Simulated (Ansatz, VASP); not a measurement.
Mn: VASP beside Ansatz

```
CELL_PARAMETERS angstrom
2.48744 0.00000 0.00000
-1.24372 2.15418 0.00000
0.00000 0.00000 8.00749
ATOMIC_POSITIONS crystal
Mn 0.00000 0.00000 0.87750
Mn 0.00000 0.00000 0.37750
Mn 0.33333 0.66667 0.12750
Mn 0.66667 0.33333 0.62750
```

Alike in both runs: functional PBE; k mesh 9 × 9 × 2; occupations gaussian, width 0.1 eV; no spin polarisation.

Ansatz relaxed the structure, and its values are those at the end. VASP's run is a single point on that final structure, the one shown.

```csv
,VASP,Ansatz
version,VASP 6.6.1,Ansatz 0.2.0
potentials or method,"VASP PAW PBE potentials, release 64 (Mn_pv)","scalar-relativistic, plane waves, PAW"
plane-wave cutoff (eV),520,420
valence electrons in the cell,52,60
```

Ansatz gave:

```
gap on the k mesh at the Fermi level (eV) : none
pressure (GPa)                            : -0.2
```

Task: Which values does VASP return?

Result: gap on the k mesh at the Fermi level (eV): none; pressure (GPa): -0.3.

A gap of «none» marks a metal or a gap that the smearing closes. The functional is the same, so the differences come from potentials, cutoffs and numerics. The two sets of potentials don't hold the same shells in valence.

Caveats: the k mesh is coarse (spacing up to 0.39 Å⁻¹), so the values aren't converged; the run has no spin polarisation, though such a crystal can be magnetic. Spin polarisation is off, so any magnetic state and its effect on volume and gap are missing.
